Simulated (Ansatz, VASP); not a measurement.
KNbO2 in VASP and in Ansatz

```
K Nb O
1.0
     4.63059    0.00000    0.00000
    -2.31530    4.01021    0.00000
     0.00000    0.00000    3.97300
K Nb O
1 1 2
Direct
  0.33333 0.66667 0.00000
  0.00000 0.00000 0.00000
  0.66667 0.33333 0.00000
  0.66667 0.33333 0.50000
```

Alike in both runs: task single point; functional PBE; k mesh 6 × 6 × 4; occupations gaussian, width 0.1 eV; no spin polarisation.

|  | VASP | Ansatz |
| --- | --- | --- |
| version | VASP 6.6.1 | Ansatz 0.2.0 |
| potentials or method | VASP PAW PBE potentials, release 64 (K_sv, Nb_sv, O) | scalar-relativistic, plane waves, PAW |
| plane-wave cutoff (eV) | 520 | 420 |
| valence electrons in the cell | 34 | 34 |

VASP gave:

```
gap on the k mesh at the Fermi level (eV)       : none
pressure (GPa)                                  : -7.9
largest component of the traceless stress (GPa) : 0.11
```

Problem. Which values does Ansatz return?

Solution. gap on the k mesh at the Fermi level (eV): none; pressure (GPa): -8.0; largest component of the traceless stress (GPa): 0.12.

A gap of «none» marks a metal or a gap that the smearing closes. The functional is the same, so the differences come from potentials, cutoffs and numerics.

Caveats: the k mesh is coarse (spacing up to 0.40 Å⁻¹), so the values aren't converged.
